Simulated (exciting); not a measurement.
A run of exciting (release sodium) is set up as follows.

The input input.xml:

```xml
<input>
  <title>Sn</title>
  <structure speciespath="./" tshift="false">
    <crystal scale="1">
      <basevect>-3.262685853485 3.355297551401 4.418825965710</basevect>
      <basevect>3.262685853485 -3.355297551401 4.418825965710</basevect>
      <basevect>3.262685853485 3.355297551401 -4.418825965710</basevect>
    </crystal>
    <species speciesfile="Sn.xml" rmt="2.3">
      <atom coord="0.000000000000 0.000000000000 0.000000000000"/>
    </species>
  </structure>
  <groundstate do="fromscratch" ngridk="11 11 11" rgkmax="9" gmaxvr="14" lmaxapw="10" lmaxmat="10" lmaxvr="8" xctype="GGA_PBE_SOL" stype="Fermi Dirac" swidth="0.00183747" nempty="8" ValenceRelativity="iora*" epsengy="1e-05" epspot="1e-05" maxscl="60" tforce="true" outputlevel="normal"/>
  <properties>
    <chargedensityplot>
      <plot3d>
        <box grid="18 18 18">
          <origin coord="0 0 0"/>
          <point coord="1 0 0"/>
          <point coord="0 1 0"/>
          <point coord="0 0 1"/>
        </box>
      </plot3d>
    </chargedensityplot>
    <elfplot>
      <plot3d>
        <box grid="18 18 18">
          <origin coord="0 0 0"/>
          <point coord="1 0 0"/>
          <point coord="0 1 0"/>
          <point coord="0 0 1"/>
        </box>
      </plot3d>
    </elfplot>
    <exccplot>
      <plot3d>
        <box grid="18 18 18">
          <origin coord="0 0 0"/>
          <point coord="1 0 0"/>
          <point coord="0 1 0"/>
          <point coord="0 0 1"/>
        </box>
      </plot3d>
    </exccplot>
  </properties>
</input>
```

Potentials or basis: all-electron LAPW+lo, shipped species files, valence relativity iora*.

Run with:

```console
$ OMP_NUM_THREADS=1 exciting_smp
```

Estimate the band gap on the k mesh.

none (metal or under the smearing width).
